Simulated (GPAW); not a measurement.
## NaF (Villiaumite): equation of state with PW91+D3(BJ)

NaF (Villiaumite):

```xyz
2
Lattice="0.0000 2.3200 2.3200 2.3200 0.0000 2.3200 2.3200 2.3200 0.0000" Properties=species:S:1:pos:R:3 pbc="T T T"
Na    0.0000    0.0000    0.0000
F     2.3200    2.3200    2.3200
```

```yaml
Program: GPAW 26.7.0
Task: equation of state
Functional: PW91
Dispersion: D3(BJ)
Potentials_or_basis: PAW data sets generated in the run's folder for this functional
Cutoff: 800 eV
Basis: pw
k_mesh: 8 × 8 × 8
Occupations: fermi-dirac, width 0.05 eV
Spin: no spin polarisation
Maxiter: 150
Eos_scales: "[0.94, 0.96, 0.98, 1.0, 1.02, 1.04, 1.06]"
```

```json
{"Equilibrium volume": "12.57 Å³/atom", "Bulk modulus": "49 GPa", "Pressure derivative of the bulk modulus": "4.9 (rough: it moves with the points fitted)"}
```

Energy against volume, from the lowest point:
```tsv
volume (Å³/atom)	energy (meV/atom)
11.738	9.65
11.988	4.46
12.237	1.39
12.487	0.00
12.737	0.27
12.987	1.95
13.236	4.87
```

Run time: 100 s on 1 thread of Arm Neoverse V1, on a shared host, peak memory 0.26 GiB.

Zero-point motion and thermal expansion aren't in these numbers.
